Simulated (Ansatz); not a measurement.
From input file to script: ZnHg3, space group Pm-3m in Ansatz 0.2.0.

```yaml
crystal:
  lattice:
    - [4.563231, 0.0, 0.0]
    - [0.0, 4.563231, 0.0]
    - [0.0, 0.0, 4.563231]
  atoms:
    - { symbol: Zn, position: [0.5, 0.5, 0.5] }
    - { symbol: Hg, position: [0.5, 0.0, 0.0] }
    - { symbol: Hg, position: [0.0, 0.5, 0.0] }
    - { symbol: Hg, position: [0.0, 0.0, 0.5] }
accuracy: medium
basis:
  ecutwfc: 470.0
kpoints:
  mp_grid:
    grid: [6, 6, 6]
    shift: [0.0, 0.0, 0.0]
  band_path:
    path:
      - [0.0, 0.0, 0.0]
      - [0.0, 0.5, 0.0]
      - [0.5, 0.5, 0.0]
      - [0.5, 0.5, 0.5]
    npoints: 1
hamiltonian:
  xc: lda
scf:
  n_extra_bands: 8
  convergence:
    dr2_threshold: 1.0e-06
  lower_state_search: "off"
  mixing:
    algorithm: anderson
    beta: 0.2
    ndim: 4
  occupations:
    method: methfessel_paxton
output:
  fatbands: true
```

`znhg3_fatbands.py`
```python
from pathlib import Path

import ansatz as az
import pandas as pd
from pymatgen.core import Lattice, Structure
from pymatgen.io.ase import AseAtomsAdaptor

pmg_structure = Structure(
    Lattice([[4.563231, 0.0, 0.0], [0.0, 4.563231, 0.0], [0.0, 0.0, 4.563231]]),
    ["Zn", "Hg", "Hg", "Hg"],
    [
        [0.5, 0.5, 0.5],
        [0.5, 0.0, 0.0],
        [0.0, 0.5, 0.0],
        [0.0, 0.0, 0.5],
    ],
)
structure = az.Crystal.from_ase(AseAtomsAdaptor.get_atoms(pmg_structure))

points = {"G": (0.0, 0.0, 0.0), "X": (0.0, 0.5, 0.0), "M": (0.5, 0.5, 0.0), "R": (0.5, 0.5, 0.5)}
base = (
    structure.calculation()
    .kpoints(6, 6, 6, center="gamma")
    .functional("lda")
    .basis(470)
    .accuracy("medium")
    .mixing("anderson", ndim=4, beta=0.2)
    .occupations("methfessel_paxton")
    .scf(tolerance=1e-06, extra_bands=8, lower_state_search="off")
    .band_structure(list(points.values()), intervals=1)
    .fat_bands()
)
history = []
out = base.session().plan().execute(on_event=lambda event: history.append(event["data"]["dr2_ev"]) if event["event"] == "scf_iter" else None)
rep = out.report
print("density residual by iteration (eV):", " ".join(f"{value:.1e}" for value in history[:40]))
file = Path(out.write_results("results")) / "fatbands.tsv"
names = file.read_text().splitlines()[0].lstrip("# ").split("\t")
table = pd.read_csv(file, sep="\t", comment="#", names=names)
near = table[table.e_minus_ef.abs() < 2]
for ik, label in enumerate(points):
    print(label)
    for _, row in near[near.ik == ik].iterrows():
        main = row[names[4:]].astype(float).nlargest(2)
        print(f"   band {int(row.band):3d} {row.e_minus_ef:7.3f} eV  " + ", ".join(f"{k} {v:.2f}" for k, v in main.items()))
```

Output of `python znhg3_fatbands.py`:
```text
density residual by iteration (eV): 1.5e-02 7.9e-03 5.5e-04 2.4e-04 5.7e-05 9.1e-06 6.7e-06 1.3e-07
G
   band  33  -0.299 eV  zn0_l0_4S 0.00, zn0_l2_3D 0.00
   band  34  -0.299 eV  zn0_l0_4S 0.00, zn0_l2_3D 0.00
   band  35  -0.299 eV  zn0_l0_4S 0.00, zn0_l2_3D 0.00
   band  36   0.060 eV  hg2_l0_6S 0.60, hg1_l0_6S 0.26
   band  37   0.060 eV  hg3_l0_6S 0.55, hg1_l0_6S 0.37
   band  38   0.603 eV  zn0_l0_4S 0.75, hg1_l0_6S 0.07
X
   band  34   0.192 eV  hg1_l0_6S 0.49, hg3_l0_6S 0.49
   band  35   0.278 eV  zn0_l0_4S 0.56, hg2_l0_6S 0.42
M
R
   band  35  -1.669 eV  zn0_l0_4S 0.00, zn0_l2_3D 0.00
   band  36  -1.638 eV  zn0_l0_4S 0.00, zn0_l2_3D 0.00
   band  37  -1.638 eV  zn0_l0_4S 0.00, zn0_l2_3D 0.00
   band  38  -1.638 eV  zn0_l0_4S 0.00, zn0_l2_3D 0.00
   band  39  -1.152 eV  zn0_l0_4S 0.88, hg1_l2_5D 0.04
```

What to keep in mind:
- These settings explore the input space; cutoff and mesh may be short of convergence.
- The computed bands are complete only to about 5.6 eV above the Fermi level.
- For a metal this k-point mesh is coarse: on a finer one energies can move by several to tens of meV an atom and pressures by half a GPa or more, differences at one mesh by less.
- The structure comes from a database of computed cells and needn't be a stable or known phase.
- Gaps and levels are Kohn-Sham values on a finite set of k-points, without spin-orbit coupling.
- Energies are less the Fermi level and bands count from 0. Only the largest channels are printed, equivalent atoms hold more, and in degenerate sets the split between sites is arbitrary; shells that the potentials lack have no channel.
- Hardware and time: 7.9 s on 1 thread of Arm Neoverse V1, on a shared host, peak memory 0.52 GiB.

(Lines on the test bed's own set-up are left out of the output.)
